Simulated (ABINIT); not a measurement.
Wanted: the native input for an ABINIT 10.8.3 (patched build) run.

```yaml
Task: single point
Functional: LDA
Potentials_or_basis: JTH PAW LDA v2.0
Cutoff: 707 eV
k_mesh: 6 × 6 × 6
Occupations: gaussian, width 0.05 eV
Spin: collinear spin, ferromagnetic start
Starting_moments: "[2.0, 0.0] μB"
Hubbard_terms: Ta d U = 6 eV
Start_of_the_occupation_matrix: random
Double_counting_usepawu: 1
SCF_steps_with_the_typed_occupation_matrix_usedmatpu: 20
Most_SCF_steps: 100
SCF_threshold_tolvrs: 1e-07
Fine-grid_cutoff: 1306.15 eV
```

Crystal: TaN.

```
Ta N
1.0
     0.00000    2.17900    2.17900
     2.17900    0.00000    2.17900
     2.17900    2.17900    0.00000
Ta N
1 1
Direct
  0.50000 0.50000 0.50000
  0.00000 0.00000 0.00000
```

These files were run (other wordings do the same):

run.abi

```
# Pseudopotentials
pp_dirpath "./"
pseudos "Ta.LDA_PW-JTH.xml, N.LDA_PW-JTH.xml"

# Structure
acell 5.8233293905 5.8233293905 5.8233293905
rprim
     0.0000000000     0.7071067812     0.7071067812
     0.7071067812     0.0000000000     0.7071067812
     0.7071067812     0.7071067812     0.0000000000
ntypat 2
znucl 73 7
natom 2
typat 1 2
xred
     0.5000000000     0.5000000000     0.5000000000
     0.0000000000     0.0000000000     0.0000000000

# Plane-wave basis
ecut 26.0
pawecutdg 48.0

# k points
kptopt 2
ngkpt 6 6 6
nshiftk 1
shiftk 0.0 0.0 0.0

# Exchange and correlation
ixc 7

# Bands and occupations
nband 13
occopt 7
tsmear 0.00183747

# Spin
nsppol 2
spinat
     0.0000000000     0.0000000000     2.0000000000
     0.0000000000     0.0000000000     0.0000000000
nsym 1

# DFT+U
usepawu 1
lpawu 2 -1
upawu 6.0 0.0 eV
jpawu 0.0 0.0 eV
usedmatpu 20
dmatpawu
    0.53835  -0.16698  -0.02749   0.30921   0.35254
   -0.16698   0.06270  -0.07051  -0.14704  -0.06550
   -0.02749  -0.07051   0.57440   0.35487  -0.33586
    0.30921  -0.14704   0.35487   0.41737  -0.00313
    0.35254  -0.06550  -0.33586  -0.00313   0.40718

    0.00000   0.00000   0.00000   0.00000   0.00000
    0.00000   0.00000   0.00000   0.00000   0.00000
    0.00000   0.00000   0.00000   0.00000   0.00000
    0.00000   0.00000   0.00000   0.00000   0.00000
    0.00000   0.00000   0.00000   0.00000   0.00000

# SCF cycle
nstep 100
tolvrs 1.0e-7

# Output
iomode 3
prtwf 0
prtden 0
prteig 0
prtebands 0
enunit 2
```

Potentials or basis: JTH PAW LDA v2.0.

The run is started by

```console
$ abinit run.abi > log 2>&1
```

Results of the run:

```json
{"Pressure": "14.8 GPa", "Band gap on the k mesh": "none (metal or under the smearing width)", "Net moment": "0.00 μB per cell", "Valence electrons inside the program's atomic spheres": "Ta 10.70; N 2.61"}
```

Caveat: the k mesh is coarse (spacing up to 0.42 Å⁻¹), so the values aren't converged.

It took 4.1 min on 1 thread of Arm Neoverse V2 (shared host), peak memory 0.16 GiB.
